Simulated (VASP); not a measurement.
A run of VASP 6.6.1 is set up as follows.

Contents of INCAR:

```
  PREC = Accurate
  ENCUT = 600
  EDIFF = 1E-6
  ISMEAR = 0
  SIGMA = 0.1
  LREAL = F
  LASPH = T
  NELM = 100
  ALGO = Normal
  ISIF = 3
  LWAVE = F
  LCHARG = F
  GGA = PE
  IBRION = 2
  NSW = 90
  EDIFFG = -0.04
```

Contents of KPOINTS:

```
Automatic mesh
0
Gamma
  9 9 9
```

File POSCAR:

```
Al
1.0
    1.4791865664      0.8540087623      2.2046227234
   -1.4791865664      0.8540087623      2.2046227234
    0.0000000000     -1.7080175246      2.2046227234
Al
1
Direct
    0.5000000000      0.5000000000      0.5000000000
```

Potentials or basis: VASP PAW PBE potentials, release 64 (Al).

The run is started by

```console
$ cat potpaw_PBE.64/Al/POTCAR > POTCAR
$ mpirun -np 1 vasp_std > vasp.out
```

(1) Estimate the band gap on the k mesh.

## Answers

(1) none (metal or under the smearing width).

Caveat: the relaxation stopped at its first step, so nothing moved.
